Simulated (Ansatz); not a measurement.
This cell of LaAlO3 (R-3c-perovskite type, space group R-3c) is off equilibrium:

```yaml
crystal:
  lattice:
    - [2.77655, 1.60304, 4.51178]
    - [-2.77655, 1.60304, 4.51178]
    - [0.00000, -3.20608, 4.51178]
  atoms:
    - { symbol: La, position: [0.25000, 0.25000, 0.25000] }
    - { symbol: La, position: [0.75000, 0.75000, 0.75000] }
    - { symbol: Al, position: [0.00000, 0.00000, 0.00000] }
    - { symbol: Al, position: [0.50000, 0.50000, 0.50000] }
    - { symbol: O, position: [0.79907, 0.70093, 0.25000] }
    - { symbol: O, position: [0.25000, 0.79907, 0.70093] }
    - { symbol: O, position: [0.70093, 0.25000, 0.79907] }
    - { symbol: O, position: [0.20093, 0.29907, 0.75000] }
    - { symbol: O, position: [0.75000, 0.20093, 0.29907] }
    - { symbol: O, position: [0.29907, 0.75000, 0.20093] }
```

Computed with PBE (plane waves to 420 eV, PAW, scalar-relativistic; Ansatz, a program for electronic structure). k mesh 8×8×8 (Γ-centred), Fermi-Dirac smearing 0.05 eV. Energies are smeared free energies. Compression counts positive. LaAlO3 is run without spin polarisation. LaAlO3 was relaxed with its symmetry unable to fall. The PAW data are Ansatz's earlier set.

What is the stress tensor (GPa)?


```
  -11.7      0.0      0.0
    0.0    -11.7      0.0
    0.0      0.0    -11.7
```
The pressure, a third of the trace, is -11.7 GPa.

It is the relaxed cell scaled evenly to V/V₀ = 1.080, atoms relaxed where free. What is its energy relative to the relaxed cell?

34.9 meV/atom.

(A scan under strain: stresses follow from slopes of the energy per volume, elastic moduli from its curvatures.)
